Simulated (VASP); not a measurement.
Energy against volume of AlSb (zinc blende). These are AM05 GGA, VASP's PBE PAW potentials (set 64) (plane waves; VASP) values and carry that method's errors. Settings: 520 eV cut-off, 7×7×7 Γ-centred mesh, Gaussian smearing of 0.050 eV, potentials Al Sb.

```json
[
 {"V (Å³/atom)": "28.616", "E (eV/atom)": "-4.21726"},
 {"V (Å³/atom)": "29.502", "E (eV/atom)": "-4.22188"},
 {"V (Å³/atom)": "30.387", "E (eV/atom)": "-4.21779"},
 {"V (Å³/atom)": "31.272", "E (eV/atom)": "-4.20633"}
]
```

Question: Fit these four points and predict the energy of the run at 27.731 Å³/atom.

Answer: A cubic in V^(−2/3), the third-order Birch-Murnaghan form, passes through the four points with V0 = 29.50 Å³/atom and B0 = 52 GPa, and gives -4.2024 eV/atom there. The run gave -4.2024 eV/atom, -0.0 meV/atom from the fit; all five points give B0 = 52 GPa.

The compound is AlSb in the zinc blende structure. It was relaxed first.
